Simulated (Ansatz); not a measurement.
# Formation energy and levels of the hydrogen on a lattice site H_C in SiC (F-43m), part 2 of 2

Aim: at which Fermi levels does H_C in SiC (F-43m) change its charge? The model is a cell of 54 host atoms with 1 C taken out and 1 H put in.

Ansatz; place-levels on r2SCAN runs: charge-transition levels and formation energies with image-charge correction and potential alignment at the atomic sites; PAW set soft_1.

So far. Step 3 (place-levels, r2SCAN): Under r2SCAN the gap is 1.71 eV, (+4/+3) -0.02 (outside the gap) (with band filling), (+3/+2) 0.38, (+2/+1) 0.48, (+1/0) 1.62, (0/−1) 1.97 (outside the gap) (with band filling) eV.

### 3. place-levels, r2SCAN (continued)

Limit set by the element alone; other compounds of these elements are not counted. Chemical potentials from the elements' reference states: Si 0.00 eV, C -0.71 eV, H 0.00 eV. Formation energies (Si-rich), with the Fermi level at the valence top and at the conduction bottom (gap 1.71 eV):

```csv
charge,at valence top (eV),at conduction bottom (eV),correction included (eV)
+4,1.92,8.76,0.93
+3,1.89,7.02,1.32
+2,2.27,5.69,0.50
+1,2.76,4.47,0.05
0,4.38,4.38,0.00
−1,6.35,4.64,0.00
```

(Fermi level (eV), lowest formation energy (eV)): (0.00, 1.89), (0.16, 2.36), (0.31, 2.82), (0.47, 3.21), (0.62, 3.38), (0.78, 3.53), (0.93, 3.69), (1.09, 3.85), (1.24, 4.00), (1.40, 4.16), (1.55, 4.31), (1.71, 4.38)

### 4. Placing the levels, PBEsol

PBEsol on the same structure is run to see how far the result rests on the functional, though not on the errors that semilocal functionals share.

The input, qm1.pbesol/input.yaml:

```yaml
crystal:
  checkpoint: "../qm1.relax.run"
  host: checkpoint
total_charge: -1
basis:
  ecutwfc: 420
  xc_grid: 2
hamiltonian:
  xc: pbesol
  pseudopotentials: { kind: paw, azcp: { folder: soft_1 }, xc_functional: pbe }
kpoints:
  mp_grid: { grid: [2, 2, 2], shift: [0.5, 0.5, 0.5] }
scf:
  occupations: { method: fermi_dirac, width: 0.01 }
  max_iter: 100
output:
  forces: true
  eigenvalues: true
  charged_corrections:
    epsilon: 7.06
    static_epsilon: 10.43
    defect_position: [0.416667, 0.416667, 0.416667]
  eigenstates: { localisation: true }
  populations: true
  band_densities: [{ bands: [v1, v1] }, { bands: [c1, c1] }]
  write_density: true
  write_potential: true
  volumetric_format: npy
checkpoint:
  write: "../qm1.pbesol.run"
  compress: false
  write_wavefunctions: false
  write_every: 100000
```

The job ended after 22 s (4 threads of Intel Xeon Platinum 8259CL at 2.50GHz (Skylake/Cascade Lake), shared host; peak memory 1.9 GiB).

The input, levels.pbesol.yaml:

```yaml
host:
  run: host.pbesol.run
  levels_from: { run: edges.pbesol.run }
states: [qm1.pbesol.run, q0_M1.pbesol.run, qp1.pbesol.run, qp2_M1.pbesol.run, qp3.pbesol.run, qp4_M1.pbesol.run, qm1_M2.pbesol.run]
geometry_from:
  qm1.pbesol.run: qm1.relax.run
  q0_M1.pbesol.run: q0_M1.relax.run
  qp1.pbesol.run: qp1.relax.run
  qp2_M1.pbesol.run: qp2_M1.relax.run
  qp3.pbesol.run: qp3.relax.run
  qp4_M1.pbesol.run: qp4_M1.relax.run
  qm1_M2.pbesol.run: qm1_M2.relax.run
  host.pbesol.run: host.relax.run
chemical_potentials:
  C:
    energy: -246.668769
    dataset: "<sha256 of the dataset>"
  H:
    energy: -15.609228
    dataset: "<sha256 of the dataset>"
```

Run with:

```sh
> ansatz place-levels levels.pbesol.yaml -- --threads 4 --pin off --max-ram 7536MiB
```

Elapsed: 0.65 s, on 4 threads.

Under PBEsol the gap is 1.24 eV, (+4/+3) 0.00 (with band filling), (+3/+2) 0.25, (+2/+1) 0.27, (+1/0) 1.40 (outside the gap) (with band filling), (0/−1) 1.35 (outside the gap) (with band filling) eV; the stage before (r2SCAN) gave a gap of 1.71 eV and levels within 0.62 eV of these.

### 5. A changed set-up

The levels are placed again with one choice changed, to see how much they rest on it.

levels.try0.yaml is levels.point.yaml with these lines changed:

```diff
-epsilon: 7.06
-static_epsilon: 10.43
+epsilon: 500.0
+static_epsilon: 500.0
```

Run with:

```sh
> ansatz place-levels levels.try0.yaml -- --threads 4 --pin off --max-ram 7536MiB
```

The change: a very large dielectric constant, which removes the point-charge term and changes the alignment.

Levels in eV above the valence top; the changed ones are not the defect's:

```
           gap (eV)  (+4/+3)  (+3/+2)  (+2/+1)  (+1/0)  (0/−1)
  changed      1.71    -0.02     1.17     0.96    1.78    1.86
as set up      1.71    -0.02     0.38     0.48    1.62    1.97
```

The largest shift is 0.79 eV, band-filling terms included.

### 6. Side by side

Levels between neighbouring charges, in eV above each run's own valence top:

```
                                                 gap (eV)  (+4/+3)  (+3/+2)  (+2/+1)  (+1/0)  (0/−1)  CPU time a state at this stage (restarts are quicker than cold starts)
                     r2SCAN, 2×2×2 shifted mesh      1.71    -0.02     0.38     0.48    1.62    1.97                                                                 1.9 min
PBEsol on r2SCAN structures, 2×2×2 shifted mesh      1.24     0.00     0.25     0.27    1.40    1.35                                                                 2.5 min
```

### 7. What came out

| Item | Value |
| --- | --- |
| gap of the host | 1.71 eV (r2SCAN) |
| level (plus 4/plus 3) | 0.02 eV below the valence top (-1.34 eV above the valence top without the band-filling term) |
| level (plus 3/plus 2) | 0.38 eV above the valence top |
| level (plus 2/plus 1) | 0.48 eV above the valence top |
| level (plus 1/0) | 1.62 eV above the valence top |
| level (0/minus 1) | 1.97 eV above the valence top, past the conduction bottom (2.32 eV above the valence top without the band-filling term) |
| lowest of the charges placed, just above the valence top (0.02 eV) | +3 |
| lowest of the charges placed, just below the conduction bottom (0.02 eV) | 0 |
| lowest formation energy at mid-gap of the charges run, C-rich | 4.32 eV |
| lowest formation energy at mid-gap of the charges run, Si-rich | 3.61 eV |

Of the charges placed (−1, 0, +1, +2, +3 and +4), the lowest changes at 0.38 eV (+3/+2), 0.48 eV (+2/+1) and 1.62 eV (+1/0) above the valence top, in a gap of 1.71 eV. (+3/+2) lies nearer to a band edge than the share of the finite-size correction in it (0.82 eV), and that correction holds for a localised charge alone. (+1/0) lies 0.09 eV from a band edge, less than the doubt on such levels. States placed: +4 at 1 μB; +3 at 0 μB; +2 at 1 μB; +1 at 0 μB; 0 at 1 μB; −1 at 0 μB and 2 μB. Other spin states or structures, where not listed, weren't placed. The program finds carriers beyond a band edge of the host and adds a band-filling term at charge −1 (-0.35 eV) and +4 (-1.31 eV); steps to such a charge show no bound level, and a defect level inside a band would be read the same way. Corrections reach 2.2 eV, so the cell is small for these charges and their levels are rough. At charge −1, 0 and +1 the atom put in ends up to 1.1 Å from its starting place, so the name tells the start alone and the levels can join different sites. H is taken at its element; compounds, which aren't counted here, bound the chemical potentials and would shift these formation energies. The program doubts the alignment of potentials for at least one state, a sign that the cell is small. Limits: r2SCAN makes the gap too small and tends to spread out bound carriers.

Computed beside measured:

```
                             quantity  measured           PBEsol           r2SCAN
band gap (least gap of the host) (eV)       2.4  1.24 (-1.16 eV)  1.71 (-0.69 eV)
```

Measured values from pmc:7200658 (2020).

**Verdict.** For the band gap, of the levels listed nearest comes r2SCAN (-0.69 eV, a clear miss) and farthest PBEsol (-1.16 eV, a clear miss). Local and semilocal functionals usually give gaps below the measured ones. Zero-point and thermal motion shift the measured gap.

[Logs are printed without paths, hosts, clocks, repeated set-up lines and the standing remarks that a program may print on its own settings, such as how far it seeks lower states.]

[Hosts, paths, dates, database ids (printed as entryN), source tags and the programs' standing remarks are cut or masked in the printed files.]

[Where a table of states has a column of steps, it counts the stored structures, which are thinned; the runs took as many ionic steps or more.]

[A defect's name tells the site on which it was built; relaxed atoms can leave that site.]

[For some hosts the program warned that the k-mesh of the response run may be too coarse for force constants and the static dielectric constant; such warnings are not shown here.]
